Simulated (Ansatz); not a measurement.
Runs of Ansatz 0.2.0 on MnS. It takes space group Fm-3m (No. 225, cubic). Conventional cell: a = 5.209 Å, b = 5.209 Å, c = 5.209 Å, α = 90.00°, β = 90.00°, γ = 90.00°. Around Mn (site symmetry m-3m) lie 6 S at 2.60 Å. S (site symmetry m-3m) has 6 Mn at 2.60 Å as nearest neighbours. 

| task | level | U | cell | k mesh | cutoff (eV) | hubbard projectors | double counting | points for each segment of the path | gap on the mesh (eV) | pressure (GPa) | moment (μB) | relaxed volume (Å³/atom) |
| --- | --- | --- | --- | --- | --- | --- | --- | --- | --- | --- | --- | --- |
| relaxation of cell and atoms | r2SCAN | - | relaxed | 9 × 9 × 9 | 500 | - | - | - | none | 0.0 | 4.98 | 17.76 |
| relaxation of cell and atoms | LDA+U | Mn d U = 4.5 eV | relaxed | 9 × 9 × 9 | 420 | ortho-atomic (the default) | fll (the default) | - | (a) | 0.0 | 5.00 | 17.38 |
| band structure | HSEsol | - | as given | 5 × 5 × 5 | 420 | - | - | 4 | 1.09 | -0.8 | 5.00 | - |
| relaxation of cell and atoms | HSE03 | - | relaxed | 5 × 5 × 5 | 420 | - | - | - | (b) | 0.0 | 5.00 | 18.06 |
| relaxation of cell and atoms | RPBE+D4 | - | relaxed | 9 × 9 × 9 | 420 | - | - | - | none | 0.0 | 4.25 | (c) |

Alike in all rows: potentials or basis Ansatz PAW; spin collinear, ferromagnetic start; smearing fermi-dirac 0.05 eV.

Estimate the missing entries.

(a) 0.84; (b) 1.11; (c) 15.20.

Caveats: a cell with one magnetic atom can't hold antiferromagnetic order, which such compounds often take; the PAW data sets come from PBE, with cores solved anew for the run's functional, which leaves a small shift of forces and pressure; the magnetic or orbital state may not be the lowest (some runs); the plane-wave basis is chosen anew once the cell has moved, so the energies of steps on either side of that aren't comparable (some runs); semilocal functionals often make such compounds metallic where correlation or magnetic order opens a gap, which also shifts bond lengths (some runs); odd divisions of the mesh miss points on the zone boundary, where band edges often lie, so the gap on the mesh can be too wide (some runs); the k mesh misses the band edges, so the gap on the mesh is wider than the one along the path (some runs).

A gap of «none» marks a metal or a gap under the smearing width.

Runs at the PBE level aren't shown here.
